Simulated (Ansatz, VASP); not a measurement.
## BN (Qingsongite): VASP beside Ansatz

Wanted: the spread between two codes on one cell, functional and k mesh.

Main program and level: Ansatz 0.2.0; plane waves, with VASP 6.6.1 beside it; relaxation of cell and atoms at r2SCAN.

## (1) The starting structure

It takes space group F-43m (No. 216, cubic). Conventional cell: a = 3.615 Å, b = 3.615 Å, c = 3.615 Å, α = 90.00°, β = 90.00°, γ = 90.00°. Nearest to B lie 4 N at 1.57 Å. N has 4 B at 1.57 Å nearest. Farther neighbours and most contacts between anions are not listed.

Structure file:

```
B N
1.0
     0.00000    1.80750    1.80750
     1.80750    0.00000    1.80750
     1.80750    1.80750    0.00000
B N
1 1
Direct
  0.00000 0.00000 0.00000
  0.25000 0.25000 0.25000
```

## (2) VASP: relaxation of cell and atoms, r2SCAN

The relaxed volume is the usual yardstick between codes: its relative difference is about their pressure difference at one cell divided by the bulk modulus.

Lines of VASP's logs that name or quote its potential files are left out, and so is its time.

INCAR

```
SYSTEM = BN
PREC = Accurate
ENCUT = 560
EDIFF = 1E-06
NELM = 100
ISMEAR = -1
SIGMA = 0.05
LREAL = .FALSE.
ALGO = Normal
METAGGA = R2SCAN
LASPH = .TRUE.
NBANDS = 10
LORBIT = 11
LWAVE = .FALSE.
LCHARG = .FALSE.
KPAR = 2
IBRION = 2
NSW = 60
ISIF = 3
EDIFFG = -0.01
```

POSCAR

```
BN
1.0
    0.0000000000      1.8075000000      1.8075000000
    1.8075000000      0.0000000000      1.8075000000
    1.8075000000      1.8075000000      0.0000000000
B N
1 1
Direct
    0.0000000000      0.0000000000      0.0000000000
    0.2500000000      0.2500000000      0.2500000000
```

KPOINTS

```
Automatic mesh
0
Gamma
11 11 11
0 0 0
```

PAW data sets: B and N (PBE family, release 64).

Started as:

```
mpirun -np 2 vasp_std
```

Numbers of over 12 decimals in the logs are rounded to 6 here.

Output:

```text
[banner, memory and clock lines left out]
running    2 mpi-ranks, on    1 nodes
 distrk:  each k-point on    1 cores,    2 groups
 distr:  one band on    1 cores,    1 groups

 POSCAR found type information on POSCAR B N
 POSCAR found :  2 types and       2 ions
|                                                                             |
|               ----> ADVICE to this user running VASP <----                  |
|                                                                             |
|     You enforced a specific xc type in the INCAR file but a different       |
|     [... a line on the potential file left out ...]
|     I HOPE YOU KNOW WHAT YOU ARE DOING!                                     |
|                                                                             |

 LDA part: xc-table for (None), standard interpolation
 POSCAR, INCAR and KPOINTS ok, starting setup
 FFT: planning ... GRIDC
 FFT: planning ... GRID_SOFT
 FFT: planning ... GRID
 WAVECAR not read
 entering main loop
       N       E                     dE             d eps       ncg     rms          rms(c)
DAV:   1     0.899087464322E+01    0.89909E+01   -0.54230E+03  1144   0.866E+02
DAV:   2    -0.218254168163E+02   -0.30816E+02   -0.29619E+02  1368   0.188E+02
DAV:   3    -0.224169068655E+02   -0.59149E+00   -0.59031E+00  1334   0.228E+01
DAV:   4    -0.224178311856E+02   -0.92432E-03   -0.92426E-03  1228   0.905E-01
DAV:   5    -0.224178320570E+02   -0.87143E-06   -0.87146E-06  1290   0.304E-02    0.661E+00
DAV:   6    -0.191775783824E+02    0.32403E+01   -0.19471E+00  1208   0.883E+00    0.356E+00
DAV:   7    -0.191741214182E+02    0.34570E-02   -0.26782E-01  1184   0.418E+00    0.183E+00
DAV:   8    -0.191738741643E+02    0.24725E-03   -0.44997E-02  1206   0.150E+00    0.167E-01
DAV:   9    -0.191733824258E+02    0.49174E-03   -0.60506E-03  1328   0.585E-01    0.952E-02
DAV:  10    -0.191733880054E+02   -0.55796E-05   -0.42669E-04  1224   0.181E-01    0.309E-02
DAV:  11    -0.191733892515E+02   -0.12461E-05   -0.42290E-05  1238   0.545E-02    0.841E-03
DAV:  12    -0.191733901947E+02   -0.94327E-06   -0.11390E-06   724   0.107E-02
   1 F= -.19173390E+02 E0= -.19173390E+02  d E =-.191734E+02
 curvature:   0.00 expect dE= 0.000E+00 dE for cont linesearch  0.000E+00
 trial: gam= 0.00000 g(F)=  0.154E-47 g(S)=  0.119E-03 ort = 0.000E+00 (trialstep = 0.100E+01)
 search vector abs. value=  0.119E-03
 bond charge predicted
       N       E                     dE             d eps       ncg     rms          rms(c)
DAV:   1    -0.191734915553E+02   -0.10230E-03   -0.39453E-03  1208   0.546E-01    0.816E-02
DAV:   2    -0.191733837277E+02    0.10783E-03   -0.54527E-04  1258   0.170E-01    0.242E-02
DAV:   3    -0.191733812520E+02    0.24758E-05   -0.23927E-05  1224   0.432E-02    0.919E-03
DAV:   4    -0.191733807791E+02    0.47290E-06   -0.10989E-06  1098   0.107E-02
   2 F= -.19173381E+02 E0= -.19173381E+02  d E =0.941567E-05
 trial-energy change:    0.000009  1 .order    0.000007   -0.000119    0.000132
 step:   0.4728(harm=  0.4728)  dis= 0.00000  next Energy=   -19.173418 (dE=-0.280E-04)
 bond charge predicted
       N       E                     dE             d eps       ncg     rms          rms(c)
DAV:   1    -0.191734492299E+02   -0.67978E-04   -0.11225E-03  1204   0.290E-01    0.436E-02
DAV:   2    -0.191734190672E+02    0.30163E-04   -0.15360E-04  1248   0.903E-02    0.132E-02
DAV:   3    -0.191734173483E+02    0.17190E-05   -0.66836E-06  1196   0.228E-02    0.491E-03
DAV:   4    -0.191734168513E+02    0.49699E-06   -0.30022E-07   592   0.556E-03
   3 F= -.19173417E+02 E0= -.19173417E+02  d E =-.266565E-04
 curvature:  -0.24 expect dE=-0.665E-07 dE for cont linesearch -0.665E-07
 trial: gam= 0.00000 g(F)=  0.517E-47 g(S)=  0.281E-06 ort =-0.578E-05 (trialstep = 0.895E+00)
 search vector abs. value=  0.282E-06
 reached required accuracy - stopping structural energy minimisation
```

OUTCAR, selected parts (step 2):

```text
ion  position               nearest neighbor table
   1  0.000  0.000  0.000-   2 1.57   2 1.57   2 1.57   2 1.57
   2  0.250  0.250  0.250-   1 1.57   1 1.57   1 1.57   1 1.57

  LATTYP: Found a face centered cubic cell.
 ALAT       =     3.6150000000

 Subroutine GETGRP returns: Found 24 space group operations
 (whereof 24 operations were pure point group operations)

The static configuration has the point symmetry T_d .

 Found     56 irreducible k-points:

   k-points           NKPTS =     56   k-points in BZ     NKDIM =     56   number of bands    NBANDS=     10

   dimension x,y,z NGX =    20 NGY =   20 NGZ =   20
   dimension x,y,z NGXF=    40 NGYF=   40 NGZF=   40

   ENCUT  =  560.0 eV  41.16 Ry    6.42 a.u.   4.93  4.93  4.93*2*pi/ulx,y,z

   NELECT =       8.0000    total number of electrons

 k-points in reciprocal lattice and weights: Automatic mesh
   0.00000000  0.00000000  0.00000000       0.001
   0.09090909  0.00000000  0.00000000       0.006
   0.18181818  0.00000000  0.00000000       0.006
   0.27272727  0.00000000  0.00000000       0.006
   0.36363636  0.00000000  0.00000000       0.006
   0.45454545  0.00000000  0.00000000       0.006
   0.09090909  0.09090909  0.00000000       0.005
   0.18181818  0.09090909  0.00000000       0.018
   0.27272727  0.09090909  0.00000000       0.018
[...]
-0.36363636  0.45454545  0.18181818       0.018
  -0.27272727  0.45454545  0.18181818       0.018

 average (electrostatic) potential at core
       1 -25.9499       2 -63.2586

 E-fermi :   8.1831

 k-point     1 :       0.0000    0.0000    0.0000
  band No.  band energies     occupation
      1     -14.0481      2.00000
      2       7.2591      2.00000
      3       7.2591      2.00000
      4       7.2591      2.00000
      5      16.7924      0.00000
      6      16.7924      0.00000
      7      16.7924      0.00000
      8      18.3455      0.00000
      9      33.4191      0.00000
    ...

 k-point     2 :       0.0909    0.0000    0.0000
  band No.  band energies     occupation
      1     -13.8397      2.00000
      2       6.1413      2.00000
      3       7.0395      2.00000
      4       7.0395      2.00000
      5      17.0457      0.00000
      6      17.1313      0.00000
      7      17.1313      0.00000
      8      19.0433      0.00000
      9      33.1787      0.00000
    ...

 k-point     3 :       0.1818    0.0000    0.0000
  band No.  band energies     occupation
      1     -13.2252      2.00000
      2       3.6521      2.00000
      3       6.5212      2.00000
      4       6.5212      2.00000
      5      17.3810      0.00000
      6      17.8802      0.00000
      7      17.8802      0.00000
      8      20.6424      0.00000
      9      32.1296      0.00000
    ...

  Total        0.0019722      0.0019722      0.0019722     -0.0000000      0.0000000     -0.0000000
  in kB        0.2679102      0.2679102      0.2679102     -0.0000000      0.0000000     -0.0000000
  external PRESSURE =       0.2679102 kB  Pullay stress =       0.0000000 kB

  energy-cutoff  :      560.00
  volume of cell :       11.79
      direct lattice vectors                 reciprocal lattice vectors
    -0.000000000  1.806665564  1.806665564    -0.276752936  0.276752936  0.276752936
     1.806665564  0.000000000  1.806665564     0.276752936 -0.276752936  0.276752936
     1.806665564  1.806665564  0.000000000     0.276752936  0.276752936 -0.276752936

 POSITION                                       TOTAL-FORCE (eV/Angst)
 -----------------------------------------------------------------------------------
      0.00000      0.00000      0.00000        -0.000000     -0.000000     -0.000000
      0.90333      0.90333      0.90333         0.000000      0.000000      0.000000
 -----------------------------------------------------------------------------------
    total drift:                                0.000000      0.000000      0.000000

  FREE ENERGIE OF THE ION-ELECTRON SYSTEM (eV)
  ---------------------------------------------------
  free  energy   TOTEN  =       -19.1734168513 eV

  energy  without entropy=      -19.1734168512  energy(sigma->0) =      -19.17341685

 reached required accuracy - stopping structural energy minimisation

 total charge
# of ion       s       p       d       tot
------------------------------------------
    1        0.681   1.340   0.000   2.020
    2        1.227   2.792   0.000   4.018
--------------------------------------------------
tot          1.908   4.131   0.000   6.039

[... 3 further parts left out ...]
```

CONTCAR:

```
BN
   1.00000000000000
    -0.0000000000000000    1.8066655639226554    1.8066655639226554
     1.8066655639226554    0.0000000000000000    1.8066655639226554
     1.8066655639226554    1.8066655639226554    0.0000000000000000
  B               N
     1     1
Direct
     0.0000000000000000    0.0000000000000000    0.0000000000000000
     0.2500000000000000    0.2500000000000000    0.2500000000000000
```

The run keeps the 24 symmetry operations of its start, so it cannot find a distortion of lower symmetry.

## (3) Ansatz: relaxation of cell and atoms, r2SCAN

Ansatz runs on its default PAW (the set named soft_2) files.

The same cell, functional, mesh and smearing now go to Ansatz, which takes its cutoff from its data sets.

input.yaml

```yaml
crystal:
  lattice:
    - [0.0, 1.8075, 1.8075]
    - [1.8075, 0.0, 1.8075]
    - [1.8075, 1.8075, 0.0]
  atoms:
    - { symbol: B, position: [0.0, 0.0, 0.0] }
    - { symbol: "N", position: [0.25, 0.25, 0.25] }
hamiltonian:
  xc: r2scan
  pseudopotentials: { kind: paw }
kpoints:
  mp_grid: { grid: [11, 11, 11] }
scf:
  occupations: { method: fermi_dirac, width: 0.05 }
relax:
  f_tol: 0.01
  max_steps: 60
  cell: { stress_tol: 0.05 }
output:
  forces: true
  stress: true
  write_density: true
  write_potential: true
  elf: true
  volumetric_format: npy
```

Started as:

```
ansatz run input.yaml --threads 4 --pin off --max-ram 9216MiB --backend cpu --events-out ev --progress --plain --runs-dir out
```

Output:

```text
Engine: ansatz 0.2.0, aarch64-unknown-linux-gnu
Pseudopotentials: kind: paw
Pseudopotential: B, paw, valence charge 3, recommended cutoff 500 eV (meta_gga), B.paw.azcp
Pseudopotential: N, paw, valence charge 5, recommended cutoff 500 eV (meta_gga), N.paw.azcp
Functional definition: r2SCAN
  parameter k0 = 0.174
  parameter k1 = 0.065
  parameter a1 = 4.9479
  exchange = r2scan_x(k0 = k0, k1 = k1, a1 = a1)
  correlation = r2scan_c
Crystal: 2 atoms, lattice volume = 11.810 Å³
Basis set: ecut = 500 eV, 307 PW (Γ), exchange–correlation on 80×80×80 points (64 copies of the dense FFT grid, shifted against one another)
Bands: 8, of which v1, the nominal top of the filled ones, is band 4 counted from 1 (3 counted from 0)
Symmetry: 24 space group operations
Space group: F-43m (ITA 216), of the structure as read, at distance tolerance 2.3e-5 Å
k-points: 56 of 1331 (time reversal used)
Non-local potential: B, projectors of the file, l = 0: 2, l = 1: 2, l = 2: 1
Non-local potential: N, projectors of the file, l = 0: 2, l = 1: 2, l = 2: 1
PAW form: soft (Blöchl's): semilocal exchange-correlation on the pseudo side does not see the compensation charge
PAW frozen core: B, regenerated for the run's functional (the file was generated under x = pbe(κ = 0.804, μ = 0.219515), c = pbe(β = 0.066725))
PAW frozen core: N, regenerated for the run's functional (the file was generated under x = pbe(κ = 0.804, μ = 0.219515), c = pbe(β = 0.066725))
PAW one-centre angular grid: B, 302 points (default); XC on 160 Gauss nodes
PAW one-centre angular grid: N, 302 points (default); XC on 160 Gauss nodes
Initial density: superposition of atomic densities (neutral atoms: chi_scale 0, normalization atom), corrected by the library's trained network
Initial wavefunctions: pseudopotential atomic-orbital guess
Functional: x = r2scan, c = r2scan; τ floored in thin density (d = 2e-4 eV/Å³)
SCF iter   1: F=—  HF=-543.914582 eV  |F-HF|=—  |Δ(HF+E_count)|=         —  Δρ=1.17e-2  dr2=1.24e-2  dr2_τ=3.25e-1  ethr=1.77e-3  ⟨swp⟩=4.5  Hψ=2953  notcnv=0
preconditioner: auto → none  [insulator: Δε(μ)=5.051 eV  Ē_g=21.315 eV  σ=0.050 eV  W_gap=1.00  n_scr=0 (ndim 8)  ℏωp=30.6 eV  f_vac=0.000  D(μ)=0.00/eV (n_scr^D=0)  ε∞_Penn≈3.1]
SCF iter   2: F=—  HF=-544.006077 eV  |F-HF|=—  |Δ(HF+E_count)|=   9.15e-2  Δρ=6.52e-3  dr2=1.84e-3  dr2_τ=2.34e-4  ethr=1.55e-4  ⟨swp⟩=2.0  Hψ=1344  notcnv=0
SCF iter   3: F=—  HF=-544.006329 eV  |F-HF|=—  |Δ(HF+E_count)|=   2.51e-4  Δρ=1.64e-3  dr2=1.17e-4  dr2_τ=2.94e-5  ethr=2.30e-5  ⟨swp⟩=1.9  Hψ=565  notcnv=0
SCF iter   4: F=—  HF=-544.006344 eV  |F-HF|=—  |Δ(HF+E_count)|=   1.58e-5  Δρ=1.65e-4  dr2=1.71e-6  dr2_τ=1.81e-7  ethr=1.46e-6  ⟨swp⟩=2.0  Hψ=672  notcnv=0
SCF iter   5: F=—  HF=-544.006344 eV  |F-HF|=—  |Δ(HF+E_count)|=   3.23e-7  Δρ=6.38e-5  dr2=3.91e-7  dr2_τ=1.77e-8  ethr=2.14e-8  ⟨swp⟩=2.6  Hψ=672  notcnv=0
SCF iter   6: F=-544.006344 eV  HF=-544.006344 eV  |F-HF|=2.84e-9  |Δ(HF+E_count)|=   8.26e-9  Δρ=1.11e-5  dr2=1.07e-8  dr2_τ=2.52e-10  ethr=1.25e-9  ⟨swp⟩=7.9  Hψ=2188  notcnv=0
SCF 1 converged in 6 iterations: F = -544.006344 eV  dr2 = 1.07e-8
  greatest PAW one-centre occupation: 0.796 electrons in one spin orbital (limit 2), on the N atom at site 1 (counted from 0), in its partial waves of l = 0
relax step   1: F+E_penalty+E_count = -544.00634411 eV  Δ(F+E_penalty+E_count) = +0.000e0 eV  max|allowed force component| = 4.348e-16 eV/Å  Δτ_max = 0.0000 Å  P = -1.701 GPa  Ω = 11.810 Å³  (6 SCF iters, dr2 threshold 1.00e-7 eV, accepted)
[...]
relax step   2: F+E_penalty+E_count = -544.00658404 eV  Δ(F+E_penalty+E_count) = -2.399e-4 eV  max|allowed force component| = 1.765e-16 eV/Å  Δτ_max = 0.0000 Å  P = -0.708 GPa  Ω = 11.780 Å³  energy of the carried Pulay correction = +1.277e-5 eV  (4 SCF iters, dr2 threshold 2.00e-7 eV, accepted)
[...]
relax step   3: F+E_penalty+E_count = -544.00664044 eV  Δ(F+E_penalty+E_count) = -5.640e-5 eV  max|allowed force component| = 1.663e-16 eV/Å  Δτ_max = 0.0000 Å  P = +0.000 GPa  Ω = 11.759 Å³  energy of the carried Pulay correction = +2.185e-5 eV  (3 SCF iters, dr2 threshold 2.00e-7 eV, accepted)
[...]
relax step   4: F+E_penalty+E_count = -544.00661522 eV  Δ(F+E_penalty+E_count) = +2.522e-5 eV  max|allowed force component| = 1.541e-16 eV/Å  Δτ_max = 0.0000 Å  P = +0.003 GPa  Ω = 11.759 Å³  stress off target by 2.92e-3 GPa  SCF on the basis re-selected at this cell (its energy is not comparable with the rows above)  (5 SCF iters)
basis re-selected at this cell: Δ(F+E_penalty+E_count) = +2.522e-5 eV, ΔP = +0.003 GPa vs the last step (what re-selecting the basis moved, of the pressure what is left beyond the Pulay correction that the steps carried, after the strain that the cell walked since its last selection, with what the two solves' SCF thresholds leave and, on support functions, any second-order correction that the steps lacked; it is no m [...]
SCF converged after 5 iterations
Free energy (F): -544.006615 eV
Harris-Foulkes:  -544.006615 eV  (|F-HF|=1.14e-13)
Internal energy: -544.006615 eV  (E = F + TS)
E sigma→0 (E₀):  -544.006615 eV
Fermi energy:    13.620588 eV
--- Per-component energies (eV) ---
  E_band       = 22.323990
  E_kinetic    = 186.165798
  E_local      = -174.777576  (includes V_loc(G=0)·N_el)
  E_nonlocal   = 55.886367
  E_hartree    = 49.522703
  E_xc         = -92.366076
  E_vxc        = -127.840110  (∫ρ·V_xc dr)
  E_paw        = -209.481621  (= ΣΔE_a)
  E_vpaw       = -23.156419  (= ΣTr[D̂ρ^β])
  E_aug_tail   = 0.000018  (compensation charges beyond the density's cutoff)
  E_vtau       = 7.000506  (kinetic-family band-sum trace: ∫τ·v_τ [+ j·A + Jᵃ·Aᵃ] dr)
  E_ewald      = -358.908222
  E_core_change = -0.048007  (= ΣΔE_core)
  E_smearing   = -0.000000  (= −TS)
  E_closure    = 0.000000  (closes the sum)
  Σ components = -544.006615   (vs F -544.006615, Δ=0.00e0)
--- Forces (eV/Å), atoms counted from 1 ---
  atom   1  B      0.00000000    -0.00000000    -0.00000000
  atom   2  N     -0.00000000    -0.00000000     0.00000000
  max |Σ_I F_I| component: 2.84e-16 eV/Å
--- Stress (GPa, compression-positive) ---
        0.002923       0.000000       0.000000
        0.000000       0.002923       0.000000
        0.000000       0.000000       0.002923
  P = ⅓ Tr σ = 0.0029 GPa (0.029 kbar)
--- Band table (eV; the first three rows and the last of 56) ---
  k-point 0: bands = ["-10.2595", "11.0795", "11.0795", "11.0795", "20.6664", "20.6664", "20.6664", "22.1739"]
  k-point 1: bands = ["-10.0508", "9.9608", "10.8598", "10.8598", "20.9099", "21.0052", "21.0052", "22.8820"]
  k-point 2: bands = ["-9.4348", "7.4685", "10.3414", "10.3414", "21.2354", "21.7547", "21.7547", "24.4940"]
  k-point 55: bands = ["-4.3124", "2.9329", "3.5046", "5.1461", "21.1155", "25.1321", "26.5628", "27.5454"]
--- Relaxed structure (3 steps of the walk, 3 accepted, 1 SCFs on fresh bases) ---
  F+E_penalty+E_count = -544.00661522 eV   max|allowed force component| = 1.541e-16 eV/Å   (the final SCF, on the basis selected at the relaxed cell)
  cell:  # Å, volume = 11.7588 Å³
    - [0, 1.804863, 1.804863]
    - [1.804863, 0, 1.804863]
    - [1.804863, 1.804863, 0]
  atoms:
    - { symbol: B, position: [0, 0, 0] }
    - { symbol: N, position: [0.25, 0.25, 0.25] }
```

Wall time 3.5 s (4 threads of Arm Neoverse N1, shared host); peak memory 0.31 GiB; 11 s of CPU time.

## (4) Comparison

Known differences besides the potentials themselves: VASP keeps PBE cores, Ansatz makes them for the functional; both relaxations stop at a tolerance, which leaves soft axes loose, and VASP keeps its plane-wave basis; the cutoff is 500 eV in Ansatz and 560 eV in VASP; Ansatz adds a Pulay correction to the stress that steers its cell, VASP none. Total energies have different zeros and are not compared.

Both answers:

```
                                         quantity  Ansatz   VASP  difference
                                      volume (Å³)   11.76  11.79     -0.30 %
edge a after relaxation, in the typed setting (Å)   2.553  2.555     -0.10 %
```

The walks stopped with 0.00 GPa left in Ansatz and 0.03 GPa in VASP; each walk ends within a tolerance, so the volume difference is uncertain by about these residues over the bulk modulus, most in soft cells.

## (5) Results

```json
{
 "difference in volume (relaxation of cell and atoms, r2SCAN)": "-0.30 %"
}
```

The difference in volume is -0.30 % (relaxation of cell and atoms, r2SCAN), within the 1.2 % picked in this series as the mark of a large difference, as far as the stopping tolerances let one tell. Such differences can come from data sets, numerical settings and the points named under the comparisons, not from the functional's error against experiment.

[Lines on the potential files, build, host, timing and source positions are cut from VASP's logs without a mark.]

[Logs are printed without paths, hosts, clocks, repeated set-up lines and the standing remarks that a program may print on its own settings, such as how far it seeks lower states.]

[Hosts, paths, dates, database ids (printed as entryN), source tags and the programs' standing remarks are cut or masked in the printed files.]
